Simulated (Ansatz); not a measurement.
**BeS (zincblende type): how the settings move a relaxation**

Question: which choices in the input matter for BeS (zincblende type)?

Computed with Ansatz 0.2.0 (reference: DFT, r2SCAN, PAW with Ansatz's default frozen-core files, scalar-relativistic, unless a step's input says otherwise).

1 further run of the same task is left out (it didn't finish).

## Step 1: The structure to begin with

The structure is cubic, space group F-43m (No. 216). Conventional cell: a = 4.722 Å, b = 4.722 Å, c = 4.722 Å, α = 90.00°, β = 90.00°, γ = 90.00°. Around Be (site symmetry -43m) lie 4 S at 2.04 Å. S (site symmetry -43m) is surrounded by 4 Be at 2.04 Å.

Coordinates:

```
CELL_PARAMETERS angstrom
0.00000 2.36117 2.36117
2.36117 0.00000 2.36117
2.36117 2.36117 0.00000
ATOMIC_POSITIONS crystal
Be 0.00000 0.00000 0.00000
S 0.25000 0.25000 0.25000
```

## Step 2: The reference run

Input file input.yaml:

```yaml
crystal:
  lattice:
    - [0.0, 2.3611663926, 2.3611663926]
    - [2.3611663926, 0.0, 2.3611663926]
    - [2.3611663926, 2.3611663926, 0.0]
  atoms:
    - { symbol: Be, position: [0.0, 0.0, 0.0] }
    - { symbol: S, position: [0.25, 0.25, 0.25] }
kpoints:
  mp_grid: { grid: [15, 15, 15] }
scf:
  occupations: { method: fermi_dirac, width: 0.05 }
hamiltonian:
  xc: r2scan
  pseudopotentials: { kind: paw }
output:
  forces: true
  stress: true
relax:
  f_tol: 0.005
  max_steps: 40
  cell: {}
```

Started as:

```
> ansatz run input.yaml --threads 1 --pin off --max-ram 2048MiB --backend cpu --events-out ev --progress --plain --runs-dir out
```

## Step 3: Changed: occupations.method tetrahedron, width left out

Edit input.yaml of step 2 so:

```diff
@@ -11,3 +11,3 @@
 scf:
-  occupations: { method: fermi_dirac, width: 0.05 }
+  occupations: { method: tetrahedron }
 hamiltonian:
@@ -18,2 +18,6 @@
   stress: true
+  write_density: true
+  write_potential: true
+  elf: true
+  volumetric_format: npy
 relax:
```

**Question.** What will these runs give? Wanted: for each run, ending; energy change; pressure; gap; force.

As calculated:

```csv
run,ending,energy change,pressure (GPa),gap (eV),force (eV/Å),cycles,time
reference,converged,0,0.0,3.62,0.00,25,23 s
"1: occupations.method tetrahedron, width left out",converged,0.0 meV/atom (σ→0),0.0,3.62,0.00,36,31 s
```

Times don't compare one to one where runs were asked for different outputs or read a saved state (see the inputs); cycles may leave out searches for a lower state.

What this shows: Changing the smearing leaves the energy as it was (0.0 meV/atom).

These are semilocal Kohn-Sham gaps, which aren't the measured quantity. Such gaps usually fall short of the measured ones.
